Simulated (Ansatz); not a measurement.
Crystal: SnO2 (Cassiterite).

```
CELL_PARAMETERS angstrom
4.73800 0.00000 0.00000
0.00000 4.73800 0.00000
0.00000 0.00000 3.18650
ATOMIC_POSITIONS crystal
Sn 0.50000 0.50000 0.50000
Sn 0.00000 0.00000 0.00000
O 0.80710 0.19290 0.50000
O 0.69290 0.69290 0.00000
O 0.19290 0.80710 0.50000
O 0.30710 0.30710 0.00000
```

Base run:

- Program: Ansatz 0.2.0
- Functional: RPBE
- Potentials or basis: Ansatz PAW
- Cutoff: 420 eV (not typed: the program's choice for these potentials)
- k mesh: 6 × 6 × 8
- Occupations: fermi-dirac, width 0.05 eV
- Spin: no spin polarisation

Its results: band gap on the k mesh 1.37 eV, direct; pressure 15.4 GPa; largest force 0.307 eV/Å.

**Question.** The run is repeated on the same cell with these changes: functional from RPBE to PBEsol. What comes out?

**Answer.** Band gap on the k mesh 1.18 eV, direct; pressure 4.7 GPa; largest force 0.210 eV/Å.

PBEsol binds more tightly than RPBE, so the same cell stands under less pressure.

Caveats: spin-orbit coupling is left out, which moves the levels of the heavy elements; the PAW data sets come from PBE, with cores solved anew for the run's functional, which leaves a small shift of forces and pressure.
